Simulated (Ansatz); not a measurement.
HfB: how the free axis answers a strain

HfB, Fm-3m, a = 4.788 Å. The structure is a COD entry; whether it is the stable form wasn't checked. Ansatz: PBEsol, PAW, 420 eV, Γ-centred 16×16×12 mesh on 4 atoms, Gaussian smearing 0.10 eV; no spin polarisation. Series: biaxial strain in the a-b plane, c and atoms relaxed; x is the strain in per cent. The axes a, b, c are those of the computed cell (3.386, 3.386, 4.788 Å), along [1 1 0], [-1 1 0], [0 0 1] of the cell named above. y is the change of c in per cent of 4.788 Å.

| x (%) | y (%) |
| --- | --- |
| -4.5 | ? |
| -3.0 | 0.81 |
| -1.5 | 0.39 |
| 0.0 | 0.00 |
| 1.5 | -0.44 |
| 3.0 | -0.86 |
| 4.5 | -1.28 |

**Question.** Fit y = c1 x + c2 x² to the other rows, say what c1 measures, and predict the missing y.

**Answer.** Least squares on the rows shown. y = −0.2763 x − 0.002247 x². With no stress along c, c1 = −2C12/C11 = -0.276. At x = -4.5 the fit asked for gives 1.20 %. The run gave 1.25 %, so the fit is 0.05 % too low, 2 % of the span of the series, against an rms of 0.01 % on the fitted rows. The row lies outside the fitted range. With a term in x³ added, a fit to the same known rows predicts 1.16 %, further off still.

Spin–orbit coupling is left out, which can shift energies with elements as heavy as these.